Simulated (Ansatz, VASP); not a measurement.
One calculation of Ge, two programs

File run.py:

```python
from ase.calculators.vasp import Vasp
from ase.dft.bandgap import bandgap
from ase.io import read

atoms = read('Ge.cif')
calc = Vasp(
    directory='calc',
    xc='pbe',
    pp='PBE',
    setups='materialsproject',
    prec='Accurate',
    encut=520,
    ediff=1e-07,
    ismear=0,
    sigma=0.05,
    lreal=False,
    lasph=True,
    nelm=60,
    algo='Fast',
    isif=2,
    lwave=False,
    lcharg=False,
    kpts=[11, 11, 10],
    gamma=True,
    nbands=13,
)
atoms.calc = calc

print('energy (eV):', atoms.get_potential_energy())
print('free energy (eV):', atoms.get_potential_energy(force_consistent=True))
print('forces (eV/A):')
print(atoms.get_forces())
print('stress (eV/A^3, Voigt):', atoms.get_stress())
print('Fermi level (eV):', calc.get_fermi_level())
gap, top, bottom = bandgap(calc)
print('band gap (eV):', gap, 'from (spin, k, band)', top, 'to', bottom)
```

The input Ge.cif:

```cif
data_Ge
_cell_length_a 2.95206856
_cell_length_b 2.95206856
_cell_length_c 2.69823100
_cell_angle_alpha 90.00000000
_cell_angle_beta 90.00000000
_cell_angle_gamma 123.50542487
_space_group_name_H-M_alt 'P1'
_space_group_name_Hall 'P 1'
_space_group_IT_number 1
loop_
_space_group_symop_operation_xyz
'x,y,z'
loop_
_atom_site_label
_atom_site_type_symbol
_atom_site_symmetry_multiplicity
_atom_site_Wyckoff_symbol
_atom_site_fract_x
_atom_site_fract_y
_atom_site_fract_z
_atom_site_occupancy
Ge1 Ge 1 a 0.5000000000 0.5000000000 0.0000000000 1
```

input.yaml

```yaml
crystal:
  lattice:
    - [1.397149, -2.600516, 0.0]
    - [1.397149, 2.600516, 0.0]
    - [0.0, 0.0, 2.698231]
  atoms:
    - { symbol: Ge, position: [0.5, 0.5, 0.0] }
hamiltonian:
  xc: pbe
  pseudopotentials: { kind: paw }
kpoints:
  mp_grid: { grid: [11, 11, 10] }
scf:
  occupations: { method: gaussian, width: 0.05 }
output:
  forces: true
  stress: true
  eigenvalues: true
  write_density: true
  write_potential: true
  elf: true
  volumetric_format: npy
```

This isn't the form of Ge at room conditions, which is diamond.

Alike in both runs: task single point; functional PBE; k mesh 11 × 11 × 10; occupations gaussian, width 0.05 eV; no spin polarisation.

```csv
,VASP,Ansatz
version,VASP 6.6.1,Ansatz 0.2.0
potentials or method,"VASP PAW PBE potentials, release 64 (Ge_d)",Ansatz PAW
plane-wave cutoff (eV),520,420
valence electrons in the cell,14,14
```

```tsv
	VASP	Ansatz	Ansatz less VASP
gap on the k mesh at the Fermi level (eV)	none	none	-
pressure (GPa)	-0.5	-0.6	-0.14
largest component of the traceless stress (GPa)	1.59	2.15	+0.556
```

A gap of «none» marks a metal or a gap that the smearing closes.
